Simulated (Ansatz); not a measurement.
System: NaI (rock salt type), 2 atoms in the cell.

```yaml
crystal:
  lattice:
    - [0.00000, 3.26500, 3.26500]
    - [3.26500, 0.00000, 3.26500]
    - [3.26500, 3.26500, 0.00000]
  atoms:
    - { symbol: Na, position: [0.00000, 0.00000, 0.00000] }
    - { symbol: I, position: [0.50000, 0.50000, 0.50000] }
```
Lattice in Å, positions in fractions of it.

Theory: Ansatz, PBE, plane waves, PAW datasets (generated hard set).

Cutoff 700 eV; k-mesh 8×8×8 Γ-centred; Fermi–Dirac smearing of 0.1 eV; no spin polarisation; no spin–orbit coupling.

How large is the gap on this mesh, is it direct, and where do the band edges lie (fractions of the reciprocal vectors of this cell)?

3.58 eV, direct at (0.000, 0.000, 0.000).

List the levels near the gap at (0.000, 0.000, 0.000), (0.000, 0.125, 0.375), (0.000, 0.375, 0.375), (0.000, -0.500, -0.500), (0.125, 0.375, -0.500), in eV from the top of the valence band (v1 is the highest filled band, c1 the lowest empty one).


```json
{"k": "(0.000, 0.000, 0.000)", "v4": "-10.95", "v3": "0.00", "v2": "0.00", "v1": "0.00", "c1": "3.58", "c2": "7.96", "c3": "7.96"}
{"k": "(0.000, 0.125, 0.375)", "v4": "-10.72", "v3": "-1.65", "v2": "-0.36", "v1": "-0.33", "c1": "5.41", "c2": "7.05", "c3": "7.53"}
{"k": "(0.000, 0.375, 0.375)", "v4": "-10.65", "v3": "-1.65", "v2": "-0.62", "v1": "-0.62", "c1": "4.81", "c2": "5.81", "c3": "8.63"}
{"k": "(0.000, -0.500, -0.500)", "v4": "-10.59", "v3": "-1.82", "v2": "-0.71", "v1": "-0.71", "c1": "4.48", "c2": "5.61", "c3": "9.71"}
{"k": "(0.125, 0.375, -0.500)", "v4": "-10.64", "v3": "-1.64", "v2": "-0.82", "v1": "-0.62", "c1": "5.31", "c2": "6.31", "c3": "7.76"}
```

Spin–orbit coupling is left out; with heavy elements it can shift the gap and split levels by tenths of an eV. Semilocal functionals give gaps that mostly lie well below measured ones.
